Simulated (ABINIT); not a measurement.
Here is an ABINIT 10.8.3 (patched build) calculation.

The input run.abi:

```
# Pseudopotentials
pp_dirpath "./"
pseudos "Ni.GGA_PBE-JTH.xml, Si.GGA_PBE-JTH.xml"

# Structure
acell 3*1.0 Angstrom
rprim
     0.0000000000     2.7030000000     2.7030000000
     2.7030000000     0.0000000000     2.7030000000
     2.7030000000     2.7030000000     0.0000000000
ntypat 2
znucl 28 14
natom 3
typat 1 2 2
xred
     0.0000000000     0.0000000000     0.0000000000
     0.7500000000     0.7500000000     0.7500000000
     0.2500000000     0.2500000000     0.2500000000

# Plane-wave basis
ecut 49.0
pawecutdg 73.5
pawxcdev 0

# k points
kptopt 1
ngkpt 7 7 7
nshiftk 1
shiftk 0.0 0.0 0.0

# Exchange and correlation
ixc -109134

# Bands and occupations
nband 18
occopt 3
tsmear 0.00183747

# Spin
nsppol 2
spinat
     0.0000000000     0.0000000000     1.0000000000
     0.0000000000     0.0000000000     0.0000000000
     0.0000000000     0.0000000000     0.0000000000

# SCF cycle
nstep 100
tolvrs 1.0e-9

# Output
iomode 3
prtwf 0
prteig 0
prtebands 0
prtden 1
prtvha 1
prtvclmb 1
prtpot 1
```

Potentials or basis: JTH PAW PBE v2.0.

Run with:

```console
$ abinit run.abi > log 2>&1
```

Task: Estimate the net moment.

Result: 0.00 μB per cell.

Task: Predict the band gap on the k mesh.

Result: None (metal or under the smearing width).

Task: Predict the pressure.

Result: 3.5 GPa.

Caveat: small starting moments can end in a higher magnetic state in this program; the PAW data sets were made with another functional, which shifts forces and pressure a little.
